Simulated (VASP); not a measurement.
Level of theory: PBE GGA, VASP's PBE PAW potentials (set 64) (plane waves; VASP 6.6.1).

VASP input:

**INCAR**
```
SYSTEM = Y2O3
PREC = Accurate; ENCUT = 320; LREAL = Auto
LASPH = T
EDIFF = 1E-04; NELM = 100; ALGO = Normal
LMAXMIX = 4
ISMEAR = 0; SIGMA = 0.05
GGA = PE
ISIF = 2
LWAVE = F; LCHARG = F
```

File KPOINTS:
```
Automatic mesh
0
Gamma
2 2 2
0 0 0
```

**POSCAR**
```
Y2O3
1.0
 -5.2582880000   5.2582880000   5.2582880000
  5.2582880000  -5.2582880000   5.2582880000
  5.2582880000   5.2582880000  -5.2582880000
Y O
16 24
Cartesian
  2.6291440000   2.6291440000   2.6291440000
 -2.6291440000   2.6291440000   2.6291440000
  2.6291440000   2.6291440000  -2.6291440000
  2.6291440000  -2.6291440000   2.6291440000
  4.9059827040   0.0000000000   2.6291440000
  0.3523052960   0.0000000000   7.8874320000
  2.6291440000   4.9059827040  -0.0000000000
  7.8874320000   0.3523052960   0.0000000000
  0.0000000000   2.6291440000   4.9059827040
  0.0000000000   7.8874320000   0.3523052960
  0.3523052960   5.2582880000   2.6291440000
  4.9059827040   5.2582880000  -2.6291440000
  2.6291440000   0.3523052960   5.2582880000
 -2.6291440000   4.9059827040   5.2582880000
  5.2582880000   2.6291440000   0.3523052960
  5.2582880000  -2.6291440000   4.9059827040
  4.1067229280   1.6079844704   4.0299519232
  6.4098530720   3.6503035296   4.0299519232
  1.1515650720   1.6079844704   6.4866240768
 -1.1515650720   3.6503035296   6.4866240768
  4.0299519232   4.1067229280   1.6079844704
  4.0299519232   6.4098530720   3.6503035296
  6.4866240768   1.1515650720   1.6079844704
  6.4866240768  -1.1515650720   3.6503035296
  1.6079844704   4.0299519232   4.1067229280
  3.6503035296   4.0299519232   6.4098530720
  1.6079844704   6.4866240768   1.1515650720
  3.6503035296   6.4866240768  -1.1515650720
  1.1515650720   3.6503035296   1.2283360768
 -1.1515650720   1.6079844704   1.2283360768
  4.1067229280   3.6503035296  -1.2283360768
  6.4098530720   1.6079844704  -1.2283360768
  1.2283360768   1.1515650720   3.6503035296
  1.2283360768  -1.1515650720   1.6079844704
 -1.2283360768   4.1067229280   3.6503035296
 -1.2283360768   6.4098530720   1.6079844704
  3.6503035296   1.2283360768   1.1515650720
  1.6079844704   1.2283360768  -1.1515650720
  3.6503035296  -1.2283360768   4.1067229280
  1.6079844704  -1.2283360768   6.4098530720
```

POTCAR, in this order: Y_sv O (PBE.64 set). Program: vasp_std.

The resulting files:

File OUTCAR:
```
 ion  position               nearest neighbor table
   1  0.500  0.500  0.500-  17 2.28  21 2.28  25 2.28  29 2.28  33 2.28  37 2.28   5 3.48   7 3.48
                             9 3.48  11 3.48  13 3.48  15 3.48   8 3.98  10 3.98   6 3.98  12 3.98
   2  0.500  0.000  0.000-  18 2.28  23 2.28  28 2.28  30 2.28  35 2.28  40 2.28   6 3.48   8 3.48
                             9 3.48  12 3.48  14 3.48  15 3.48  13 3.98   7 3.98  10 3.98  16 3.98
   3  0.000  0.000  0.500-  19 2.28  24 2.28  26 2.28  31 2.28  36 2.28  38 2.28   6 3.48   7 3.48
                            10 3.48  12 3.48  13 3.48  16 3.48   5 3.98   8 3.98  14 3.98  15 3.98
   4  0.000  0.500  0.000-  20 2.28  22 2.28  27 2.28  32 2.28  34 2.28  39 2.28   5 3.48   8 3.48
                            10 3.48  11 3.48  14 3.48  16 3.48  12 3.98   9 3.98  15 3.98   6 3.98
   5  0.250  0.717  0.467-  23 2.21  24 2.21  17 2.28  20 2.28  37 2.30  39 2.30   1 3.48   4 3.48
                            15 3.50  16 3.50  13 3.50  14 3.50   3 3.98   2 3.98   7 3.99   8 3.99
   6  0.750  0.783  0.033-  21 2.21  22 2.21  18 2.28  19 2.28  38 2.30  40 2.30   2 3.48   3 3.48
                            15 3.50  16 3.50  13 3.50  14 3.50   4 3.98   1 3.98  10 3.99   8 3.99
   7  0.467  0.250  0.717-  27 2.21  28 2.21  21 2.28  24 2.28  29 2.30  31 2.30   1 3.48   3 3.48
                            15 3.50  16 3.50  11 3.50  12 3.50   2 3.98   4 3.98   6 3.99  10 3.99
   8  0.033  0.750  0.783-  25 2.21  26 2.21  22 2.28  23 2.28  30 2.30  32 2.30   2 3.48   4 3.48
                            15 3.50  16 3.50  11 3.50  12 3.50   3 3.98   1 3.98  10 3.99   5 3.99
   9  0.717  0.467  0.250-  19 2.21  20 2.21  25 2.28  28 2.28  33 2.30  35 2.30   1 3.48   2 3.48
                            13 3.50  14 3.50  11 3.50  12 3.50   3 3.98   4 3.98   5 3.99   6 3.99
  10  0.783  0.033  0.750-  17 2.21  18 2.21  26 2.28  27 2.28  34 2.30  36 2.30   3 3.48   4 3.48
                            13 3.50  14 3.50  11 3.50  12 3.50   2 3.98   1 3.98   8 3.99   6 3.99
  11  0.750  0.283  0.533-  35 2.21  36 2.21  29 2.28  32 2.28  25 2.30  27 2.30   1 3.48   4 3.48
                             9 3.50  10 3.50   7 3.50   8 3.50   3 3.98   2 3.98  14 3.99  15 3.99
  12  0.250  0.217  0.967-  33 2.21  34 2.21  30 2.28  31 2.28  26 2.30  28 2.30   2 3.48   3 3.48
                             9 3.50  10 3.50   7 3.50   8 3.50   1 3.98   4 3.98  15 3.99  16 3.99
  13  0.533  0.750  0.283-  39 2.21  40 2.21  33 2.28  36 2.28  17 2.30  19 2.30   1 3.48   3 3.48
                             9 3.50  10 3.50   5 3.50   6 3.50   2 3.98   4 3.98  16 3.99  15 3.99
  14  0.967  0.250  0.217-  37 2.21  38 2.21  34 2.28  35 2.28  18 2.30  20 2.30   2 3.48   4 3.48
                             9 3.50  10 3.50   5 3.50   6 3.50   3 3.98   1 3.98  12 3.99  16 3.99
  15  0.283  0.533  0.750-  31 2.21  32 2.21  37 2.28  40 2.28  21 2.30  23 2.30   1 3.48   2 3.48
                             7 3.50   8 3.50   5 3.50   6 3.50   4 3.98   3 3.98  12 3.99  14 3.99
  16  0.217  0.967  0.250-  29 2.21  30 2.21  38 2.28  39 2.28  22 2.30  24 2.30   3 3.48   4 3.48
                             7 3.50   8 3.50   5 3.50   6 3.50   1 3.98   2 3.98  13 3.99  14 3.99
  17  0.536  0.774  0.543-  10 2.21   5 2.28   1 2.28  13 2.30
  18  0.730  0.993  0.957-  10 2.21   6 2.28   2 2.28  14 2.30
  19  0.770  0.726  0.262-   9 2.21   6 2.28   3 2.28  13 2.30
  20  0.964  0.507  0.238-   9 2.21   5 2.28   4 2.28  14 2.30
  21  0.543  0.536  0.774-   6 2.21   7 2.28   1 2.28  15 2.30
  22  0.957  0.730  0.993-   6 2.21   8 2.28   4 2.28  16 2.30
  23  0.262  0.770  0.726-   5 2.21   8 2.28   2 2.28  15 2.30
  24  0.238  0.964  0.507-   5 2.21   7 2.28   3 2.28  16 2.30
  25  0.774  0.543  0.536-   8 2.21   9 2.28   1 2.28  11 2.30
  26  0.993  0.957  0.730-   8 2.21  10 2.28   3 2.28  12 2.30
  27  0.726  0.262  0.770-   7 2.21  10 2.28   4 2.28  11 2.30
  28  0.507  0.238  0.964-   7 2.21   9 2.28   2 2.28  12 2.30
  29  0.464  0.226  0.457-  16 2.21  11 2.28   1 2.28   7 2.30
  30  0.270  0.007  0.043-  16 2.21  12 2.28   2 2.28   8 2.30
  31  0.230  0.274  0.738-  15 2.21  12 2.28   3 2.28   7 2.30
  32  0.036  0.493  0.762-  15 2.21  11 2.28   4 2.28   8 2.30
  33  0.457  0.464  0.226-  12 2.21  13 2.28   1 2.28   9 2.30
  34  0.043  0.270  0.007-  12 2.21  14 2.28   4 2.28  10 2.30
  35  0.738  0.230  0.274-  11 2.21  14 2.28   2 2.28   9 2.30
  36  0.762  0.036  0.493-  11 2.21  13 2.28   3 2.28  10 2.30
  37  0.226  0.457  0.464-  14 2.21  15 2.28   1 2.28   5 2.30
  38  0.007  0.043  0.270-  14 2.21  16 2.28   3 2.28   6 2.30
  39  0.274  0.738  0.230-  13 2.21  16 2.28   4 2.28   5 2.30
  40  0.493  0.762  0.036-  13 2.21  15 2.28   2 2.28   6 2.30
  LATTYP: Found a body centered cubic cell.
 ALAT       =    10.5165760000
 Subroutine PRICEL returns:
 Original cell was already a primitive cell.
 Subroutine GETGRP returns: Found 24 space group operations
The static configuration has the point symmetry S_6 .
 The point group associated with its full space group is T_h .
The dynamic configuration has the point symmetry S_6 .
 Subroutine INISYM returns: Found 24 space group operations
 Subroutine IBZKPT returns following result:
 Found      3 irreducible k-points:

 Following reciprocal coordinates:
            Coordinates               Weight
  0.000000  0.000000  0.000000      1.000000
  0.500000  0.000000  0.000000      6.000000
  0.500000  0.500000  0.500000      1.000000
   k-points           NKPTS =      3   k-points in BZ     NKDIM =      3   number of bands    NBANDS=    192
...
```

**OSZICAR**
```
       N       E                     dE             d eps       ncg     rms          rms(c)
DAV:   1     0.213710276775E+04    0.21371E+04   -0.12772E+05  1184   0.118E+03
DAV:   2    -0.220310962207E+03   -0.23574E+04   -0.22549E+04  1408   0.364E+02
DAV:   3    -0.413281835636E+03   -0.19297E+03   -0.19181E+03  1440   0.987E+01
DAV:   4    -0.431147172110E+03   -0.17865E+02   -0.17844E+02  1824   0.213E+01
DAV:   5    -0.432026790426E+03   -0.87962E+00   -0.87947E+00  1512   0.520E+00    0.146E+02
DAV:   6    -0.366435802558E+03    0.65591E+02   -0.29950E+02  1344   0.407E+01    0.143E+02
DAV:   7    -0.368859665113E+03   -0.24239E+01   -0.41001E+01  1584   0.123E+01    0.920E+01
DAV:   8    -0.369179729288E+03   -0.32006E+00   -0.16558E+01  1368   0.880E+00    0.116E+01
DAV:   9    -0.367991661185E+03    0.11881E+01   -0.66363E+00  1392   0.530E+00    0.315E+00
DAV:  10    -0.368058156427E+03   -0.66495E-01   -0.38072E-01  1448   0.134E+00    0.117E+00
DAV:  11    -0.368041079189E+03    0.17077E-01   -0.12127E-01  1432   0.661E-01    0.437E-01
DAV:  12    -0.368042361040E+03   -0.12819E-02   -0.99505E-03  1624   0.179E-01    0.277E-01
DAV:  13    -0.368042109896E+03    0.25114E-03   -0.47610E-03  1272   0.137E-01    0.931E-02
DAV:  14    -0.368042206702E+03   -0.96806E-04   -0.75389E-04  1136   0.524E-02
   1 F= -.36804221E+03 E0= -.36804221E+03  d E =-.344641E-12
```

File OUTCAR:
```
------------------------ aborting loop because EDIFF is reached ----------------------------------------
  FORCE on cell =-STRESS in cart. coord.  units (eV):
  Direction    XX          YY          ZZ          XY          YZ          ZX
  --------------------------------------------------------------------------------------
  Total      -57.1335812    -57.1335812    -57.1335812     -0.0000000     -0.0000000     -0.0000000
  in kB     -157.4015232   -157.4015232   -157.4015232     -0.0000000     -0.0000000     -0.0000000
  external PRESSURE =    -157.4015232 kB  Pullay stress =       0.0000000 kB
  volume of cell :      581.56
      direct lattice vectors                 reciprocal lattice vectors
    -5.258288000  5.258288000  5.258288000     0.000000000  0.095087983  0.095087983
     5.258288000 -5.258288000  5.258288000     0.095087983  0.000000000  0.095087983
     5.258288000  5.258288000 -5.258288000     0.095087983  0.095087983  0.000000000
 POSITION                                       TOTAL-FORCE (eV/Angst)
 -----------------------------------------------------------------------------------
      2.62914      2.62914      2.62914        -0.000000     -0.000000     -0.000000
     -2.62914      2.62914      2.62914        -0.000000     -0.000000     -0.000000
      2.62914      2.62914     -2.62914        -0.000000     -0.000000     -0.000000
      2.62914     -2.62914      2.62914        -0.000000     -0.000000     -0.000000
      4.90598      0.00000      2.62914        -0.096414     -0.000000     -0.000000
      0.35231      0.00000      7.88743         0.096414     -0.000000     -0.000000
      2.62914      4.90598      0.00000        -0.000000     -0.096414     -0.000000
      7.88743      0.35231      0.00000        -0.000000      0.096414     -0.000000
      0.00000      2.62914      4.90598        -0.000000     -0.000000     -0.096414
      0.00000      7.88743      0.35231        -0.000000     -0.000000      0.096414
      0.35231      5.25829      2.62914         0.096414     -0.000000     -0.000000
      4.90598      5.25829     -2.62914        -0.096414     -0.000000     -0.000000
      2.62914      0.35231      5.25829        -0.000000      0.096414     -0.000000
     -2.62914      4.90598      5.25829        -0.000000     -0.096414     -0.000000
      5.25829      2.62914      0.35231        -0.000000     -0.000000      0.096414
      5.25829     -2.62914      4.90598        -0.000000     -0.000000     -0.096414
      4.10672      1.60798      4.02995        -0.048563      0.045931     -0.422361
      6.40985      3.65030      4.02995         0.048563     -0.045931     -0.422361
      1.15157      1.60798      6.48662         0.048563      0.045931      0.422361
     -1.15157      3.65030      6.48662        -0.048563     -0.045931      0.422361
      4.02995      4.10672      1.60798        -0.422361     -0.048563      0.045931
      4.02995      6.40985      3.65030        -0.422361      0.048563     -0.045931
      6.48662      1.15157      1.60798         0.422361      0.048563      0.045931
      6.48662     -1.15157      3.65030         0.422361     -0.048563     -0.045931
      1.60798      4.02995      4.10672         0.045931     -0.422361     -0.048563
      3.65030      4.02995      6.40985        -0.045931     -0.422361      0.048563
      1.60798      6.48662      1.15157         0.045931      0.422361      0.048563
      3.65030      6.48662     -1.15157        -0.045931      0.422361     -0.048563
      1.15157      3.65030      1.22834         0.048563     -0.045931      0.422361
     -1.15157      1.60798      1.22834        -0.048563      0.045931      0.422361
      4.10672      3.65030     -1.22834        -0.048563     -0.045931     -0.422361
      6.40985      1.60798     -1.22834         0.048563      0.045931     -0.422361
      1.22834      1.15157      3.65030         0.422361      0.048563     -0.045931
      1.22834     -1.15157      1.60798         0.422361     -0.048563      0.045931
     -1.22834      4.10672      3.65030        -0.422361     -0.048563     -0.045931
     -1.22834      6.40985      1.60798        -0.422361      0.048563      0.045931
      3.65030      1.22834      1.15157        -0.045931      0.422361      0.048563
      1.60798      1.22834     -1.15157         0.045931      0.422361     -0.048563
      3.65030     -1.22834      4.10672        -0.045931     -0.422361     -0.048563
      1.60798     -1.22834      6.40985         0.045931     -0.422361      0.048563
 -----------------------------------------------------------------------------------
    total drift:                               -0.000000     -0.000000     -0.000000
  FREE ENERGIE OF THE ION-ELECTRON SYSTEM (eV)
  ---------------------------------------------------
  free  energy   TOTEN  =      -368.0422067019 eV

  energy  without entropy=     -368.0422067019  energy(sigma->0) =     -368.04220670
```
(Selected blocks of OUTCAR.)

At this cut-off the stress carries a Pulay error, which pulls relaxed volumes low.

The structure was generated: Y2O3 was put into an ordered model structure, a phase also known from measurement. The cell was not relaxed at this level. The k-mesh is coarse (spacing up to 0.42 per Å, 2π included), so the numbers may not be converged in it. The run is one of a series of settings (EDIFF = 1E-04, ENCUT = 320, KPOINTS 2×2×2 Γ-centred mesh against the base run), some of them coarse on purpose.
